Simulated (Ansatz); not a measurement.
# HfB2: single point with PBE

HfB2:

```xyz
3
Lattice="3.1400 0.0000 0.0000 -1.5700 2.7193 0.0000 0.0000 0.0000 3.4800" Properties=species:S:1:pos:R:3 pbc="T T T"
Hf    0.0000    0.0000    0.0000
B     1.5700    0.9064    1.7400
B     0.0000    1.8129    1.7400
```

* Program: Ansatz 0.2.0
* Task: single point
* Functional: PBE
* Potentials or basis: Ansatz PAW
* Cutoff: 420 eV (not typed: the program's choice for these potentials)
* k mesh: 10 × 10 × 8
* Occupations: gaussian, width 0.012 eV
* Spin: no spin polarisation

* Pressure: 1.4 GPa
* Band gap on the k mesh: none (metal or under the smearing width)

Stress tensor (GPa, compression positive):
```
1.18 0.00 0.00
0.00 1.18 0.00
0.00 0.00 1.78
```

Levels at points of the mesh, in eV from the Fermi level:
| k point | band 12 | band 13 | band 14 | band 15 | band 16 | band 17 | band 18 | band 19 | band 20 |
| --- | --- | --- | --- | --- | --- | --- | --- | --- | --- |
| (0.00, 0.00, 0.00) | -11.48 | -2.86 | -2.76 | -2.76 | -2.59 | 4.16 | 4.16 | 4.78 | 4.78 |
| (0.00, 0.00, -0.50) | -11.14 | -8.21 | -1.00 | -1.00 | 0.46 | 0.46 | 1.13 | 1.13 | 2.37 |
| (0.00, -0.50, 0.00) | -9.62 | -8.83 | -3.98 | -3.24 | -2.72 | 2.31 | 2.86 | 5.71 | 5.84 |
| (0.00, -0.50, -0.50) | -10.19 | -7.31 | -4.82 | -4.56 | -2.53 | 4.19 | 4.30 | 6.37 | 7.32 |

Run time: 0.65 s on 2 threads of Intel(R) Xeon(R) 6975P-C (Granite Rapids), on a shared host, peak memory 0.36 GiB.

Spin-orbit coupling is left out, which matters for the levels of Hf.
